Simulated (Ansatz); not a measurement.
ZnS under strain: ³³S NMR of the central transition

Cell: a structure deposited in the COD, relaxed with PBE at fixed cell and then changed (z stretched by 1 %, ions relaxed).

```
CELL_PARAMETERS angstrom
3.82270 0.00000 0.00000
-1.91135 3.31056 0.00000
0.00000 0.00000 6.32331
ATOMIC_POSITIONS crystal
Zn 0.33333 0.66667 0.00093
Zn 0.66667 0.33333 0.50093
S 0.33333 0.66667 0.37387
S 0.66667 0.33333 0.87387
```

Sites (sets of like atoms) are named by element and the number of their first atom in this list.

All values are calculated (Ansatz; DFT, PBE, plane waves and PAW, scalar-relativistic, 420 eV cutoff, Γ-centred 13×13×7 k-points, Fermi–Dirac smearing 0.02 eV), not measured.

³³S has I = 3/2 and Q = -69.40 mb (Pyykkö 2018); at 21.1 T its Larmor frequency is ν₀ = 69.0 MHz. Only the quadrupole interaction is simulated: positions count from each site's isotropic chemical shift, and J coupling is left out, as are shift anisotropy and dipolar coupling, which fast spinning averages.

Problem. What does the ³³S spectrum (fast magic-angle spinning) show for each site?

Solution. 

| site | first shell | C_Q (MHz) | η | P_Q (MHz) | δ_QIS (ppm) | breadth (kHz) |
| --- | --- | --- | --- | --- | --- | --- |
| S | 4 Zn at 2.35–2.36 Å | -0.936 | 0.00 | 0.936 | -4.59 | 0.679 |

δ_QIS = −(ν_Q²/30ν₀²)[I(I+1) − 3/4](1 + η²/3) × 10⁶ ppm with ν_Q = 3|C_Q|/[2I(2I−1)]; it falls as 1/B₀² in ppm, and the breadth as 1/B₀ in kHz.

An axis of threefold or higher order runs through S, so V_zz lies along it and η is zero.
